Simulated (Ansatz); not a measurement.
Runs of Ansatz 0.2.0 on Cd. The structure is hexagonal, space group P6_3/mmc (No. 194). Conventional cell: a = 2.979 Å, b = 2.979 Å, c = 5.618 Å, α = 90.00°, β = 90.00°, γ = 120.00°. Cd (site symmetry -6m2) has 12 Cd at 2.98 to 3.29 Å as nearest neighbours. 

```csv
level,cutoff (eV),gap on the mesh (eV),pressure (GPa)
RPBE,420,none,5.8
PBEsol,420,none,-1.2
PBE,420,none,3.2
PBE0,420,none,(c)
LDA,420,none,-3.9
HSE06,420,none,1.7
r2SCAN,500,none,(a)
revPBE,420,none,5.1
r2SCAN0,500,none,0.1
BLYP,420,none,(b)
```

Alike in all rows: task projected density of states; potentials or basis Ansatz PAW; no spin polarisation; cell as given; k mesh 6 × 6 × 3; smearing fermi-dirac 0.05 eV; the mesh is coarse, so values aren't converged.

**Question.** Estimate the missing entries.

**Answer.** (a) 0.7; (b) 8.6; (c) 1.4.

Caveats: all runs use coarse meshes; the density of states is complete only up to the lowest level of the last band computed; the PAW data sets come from PBE, with cores solved anew for the run's functional, which leaves a small shift of forces and pressure (some runs); the thresholds are loose for stress (some runs).

A k mesh can miss the band edges, and the runs leave out spin-orbit coupling on Cd.

A gap of «none» marks a metal or a gap under the smearing width.
